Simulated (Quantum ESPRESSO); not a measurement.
## PtS2 under changes of volume

One of the cells (18.261 Å³/atom); the others are scaled copies at fixed shape and fractional positions:

```
Pt S
1.0
     3.54320    0.00000    0.00000
    -1.77160    3.06850    0.00000
     0.00000    0.00000    5.03880
Pt S
1 2
Direct
  0.00000 0.00000 0.00000
  0.66667 0.33333 0.77300
  0.33333 0.66667 0.22700
```

| Quantity | Value |
| --- | --- |
| Program | Quantum ESPRESSO 7.5 |
| Functional | r2SCAN |
| Potentials or basis | SG15 PBE 1.2 |
| Cutoff | 952 eV |
| Density cutoff | 3810 eV |
| k mesh | 6 × 6 × 3 |
| Occupations | fermi-dirac, width 0.05 eV |
| Spin | no spin polarisation |

```csv
volume (Å³/atom),energy over the lowest point (meV/atom),pressure (GPa),gap on the mesh (eV)
17.165,137.50,22.0,1.35
17.531,92.42,17.3,1.33
17.896,?,?,?
18.261,31.68,9.3,1.28
18.626,14.04,6.0,1.22
18.992,3.73,2.9,1.17
19.357,0.00,0.2,1.12
```

Problem. What does the run at 17.896 Å³/atom give?

Solution. Energy over the lowest point 57.49 meV/atom; pressure 13.1 GPa; gap on the mesh 1.31 eV.

Worked out: A Birch-Murnaghan fit of order 3 (a polynomial in V^(-2/3)) to the other rows has its minimum at 19.39 Å³/atom, just outside them, with B0 = V·E''(V) = 137 GPa and B' = 4.5 at fixed shape and positions, which overstates the stiffness. It gives 57.52 meV/atom at 17.896 Å³/atom, against the run's 57.49, and -dE/dV = 13.3 GPa, against 13.1. A parabola through the other rows of the gap, of slope -1.53 eV per unit of ln V there, gives 1.31 eV, against the run's 1.31.

Energies are extrapolated to zero smearing.

Caveats: some runs use coarse meshes; the potentials were made for another functional, which shifts forces and pressure; spin-orbit coupling is left out, which moves the levels of the heavy elements; an odd mesh through Γ misses points on the zone boundary, where band edges often lie.
